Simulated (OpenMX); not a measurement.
## MoP under changes of volume

One of the cells (14.353 Å³/atom); the others are scaled copies at fixed shape and fractional positions:

```
CELL_PARAMETERS angstrom
3.22300 0.00000 0.00000
-1.61150 2.79120 0.00000
0.00000 0.00000 3.19100
ATOMIC_POSITIONS crystal
Mo 0.00000 0.00000 0.00000
P 0.33333 0.66667 0.50000
```

* Program: OpenMX 3.8.5
* Functional: LDA
* Potentials or basis: OpenMX 2013 LDA set, Mo7.0-s3p2d2, P7.0-s2p2d1f1, fixed grid of 35 × 35 × 40 points
* k mesh: 11 × 11 × 9
* Occupations: fermi-dirac, width 0.05 eV
* Spin: no spin polarisation

```tsv
volume (Å³/atom)	energy over the lowest point (meV/atom)	largest force (eV/Å)
13.492	21.89	0.006
13.779	5.76	0.006
14.066	0.00	0.006
14.353	3.54	0.005
14.640	15.13	0.005
14.927	?	?
15.214	59.79	0.004
```

Problem. What does the run at 14.927 Å³/atom give?

Solution. Energy over the lowest point 34.08 meV/atom; largest force 0.005 eV/Å.

Worked out: A Birch-Murnaghan fit of order 3 (a polynomial in V^(-2/3)) to the other rows has its minimum at 14.10 Å³/atom with B0 = V·E''(V) = 250 GPa and B' = 4.6 at fixed shape and positions, which overstates the stiffness. It gives 34.20 meV/atom at 14.927 Å³/atom, against the run's 34.08.

Energies are extrapolated to zero smearing.

Caveats: the basis of atomic orbitals isn't converged, which shifts pressures, moduli and gaps.
